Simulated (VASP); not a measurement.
A run of VASP 6.6.1:

Contents of INCAR:

```
SYSTEM = GdN
  PREC = Accurate
  ENCUT = 520
  EDIFF = 1E-7
  ISMEAR = -1
  SIGMA = 0.05
  LREAL = .FALSE.
  LASPH = .TRUE.
  NELM = 100
  ALGO = Normal
  ISIF = 2
  LWAVE = .FALSE.
  LCHARG = .FALSE.
  ISPIN = 2
  MAGMOM = 7 0
  LORBIT = 11
  LMAXMIX = 6
  LDAU = .TRUE.
  LDAUTYPE = 2
  LDAUL = 3 -1
  LDAUU = 6 0
  LDAUJ = 0 0
  LDAUPRINT = 1
  GGA = PE
```

The input KPOINTS:

```
regular mesh
0
G
  10 10 10
  0 0 0
```

Contents of POSCAR:

```
GdN
1.0
    0.0000000000      2.5350000000      2.5350000000
    2.5350000000      0.0000000000      2.5350000000
    2.5350000000      2.5350000000      0.0000000000
Gd N
1 1
Direct
    0.0000000000      0.0000000000      0.0000000000
    0.5000000000      0.5000000000      0.5000000000
```

Contents of KPOINTS_OPT:

```
path GXWKGLUWLK,UX
20
line-mode
reciprocal
 0.0000000000  0.0000000000  0.0000000000  G
 0.5000000000  0.0000000000  0.5000000000  X

 0.5000000000  0.0000000000  0.5000000000  X
 0.5000000000  0.2500000000  0.7500000000  W

 0.5000000000  0.2500000000  0.7500000000  W
 0.3750000000  0.3750000000  0.7500000000  K

 0.3750000000  0.3750000000  0.7500000000  K
 0.0000000000  0.0000000000  0.0000000000  G

 0.0000000000  0.0000000000  0.0000000000  G
 0.5000000000  0.5000000000  0.5000000000  L

 0.5000000000  0.5000000000  0.5000000000  L
 0.6250000000  0.2500000000  0.6250000000  U

 0.6250000000  0.2500000000  0.6250000000  U
 0.5000000000  0.2500000000  0.7500000000  W

 0.5000000000  0.2500000000  0.7500000000  W
 0.5000000000  0.5000000000  0.5000000000  L

 0.5000000000  0.5000000000  0.5000000000  L
 0.3750000000  0.3750000000  0.7500000000  K

 0.6250000000  0.2500000000  0.6250000000  U
 0.5000000000  0.0000000000  0.5000000000  X
```

Potentials or basis: VASP PAW PBE potentials, release 64 (Gd, N).

Command:

```sh
$ cat potpaw_PBE.64/Gd/POTCAR potpaw_PBE.64/N/POTCAR > POTCAR
$ mpirun -np 1 vasp_std > vasp.out
```

Hardware: 1 thread of Intel(R) Xeon(R) 6975P-C (Granite Rapids) (shared host).

Q: How long does it take, and how much memory?

A: It took 4.1 min on 1 thread of Intel(R) Xeon(R) 6975P-C (Granite Rapids) (shared host), peak memory 0.24 GiB. Counts: scf iterations 84, k points 47.
